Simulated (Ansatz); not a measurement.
Every step of a relaxation of Sc (beta tin type)

DFT, PBE, PAW with Ansatz's default frozen-core files, scalar-relativistic (Ansatz 0.2.0); a Γ-centred 14×14×14 k mesh, Fermi–Dirac smearing of 0.08 eV, no spin polarisation. The run relaxes shape and atoms at held volume.

Command: `ansatz run input.yaml --threads 1 --pin off --max-ram 2048MiB --backend cpu --events-out ev --progress --plain --runs-dir out` It took 20 s on 1 thread of Arm Neoverse V2 (shared host), peak memory 0.42 GiB.

```yaml
crystal:
  lattice:
    - [-2.5641529668, 2.5641529668, 1.4123284299]
    - [2.5641529668, -2.5641529668, 1.4123284299]
    - [2.5641529668, 2.5641529668, -1.4123284299]
  atoms:
    - { symbol: Sc, position: [-0.375, -0.125, -0.25] }
    - { symbol: Sc, position: [0.375, 0.125, 0.25] }
kpoints:
  mp_grid: { grid: [14, 14, 14] }
scf:
  occupations: { method: fermi_dirac, width: 0.08 }
hamiltonian:
  xc: pbe
  pseudopotentials: { kind: paw }
output:
  forces: true
  stress: true
  write_density: true
  write_potential: true
  elf: true
  volumetric_format: npy
relax:
  f_tol: 0.005
  max_steps: 30
  cell: { stress_tol: 0.15, fix: [volume] }
```

Each step lists its free energy a cell above the last geometry, the pressure, the cell vectors (Å), and Cartesian positions (Å) with forces (eV/Å).

The first step:

```
step 1  dF = 22.77 meV  P = 20.1 GPa
  cell -2.5642 2.5642 1.4123  2.5642 -2.5642 1.4123  2.5642 2.5642 -1.4123
  Sc 0.0000 -1.2821 -0.3531   0.0000 0.0000 0.0000
  Sc 0.0000 1.2821 0.3531   0.0000 0.0000 0.0000
```

The structure type is held throughout; the real material can change phase at far lower pressure.

The symmetry of the start is kept and no stability test is made, so the end need not be the stable phase.

Task: Where does the relaxation end, and by which steps?

Result: After 2 geometries, with conventional a, b, c = 5.051, 5.051, 2.911 Å, at 18.572 Å³/atom and 19.40 GPa in space group I4_1/amd, with a shortest distance of 2.629 Å. The further steps:
```
step 2  dF = 0.00 meV  P = 19.40 GPa
  cell -2.5257 2.5257 1.4556  2.5257 -2.5257 1.4556  2.5257 2.5257 -1.4556
  Sc 0.0000 -1.2629 -0.3639   0.0000 0.0000 0.0000
  Sc 0.0000 1.2629 0.3639   0.0000 0.0000 0.0000
step 3  dF = 0.00 meV  P = 19.40 GPa  (same geometry on a basis chosen anew; earlier energies don't compare to the last digit)
  cell -2.5257 2.5257 1.4556  2.5257 -2.5257 1.4556  2.5257 2.5257 -1.4556
  Sc 0.0000 -1.2629 -0.3639   0.0000 0.0000 0.0000
  Sc 0.0000 1.2629 0.3639   0.0000 0.0000 0.0000
```
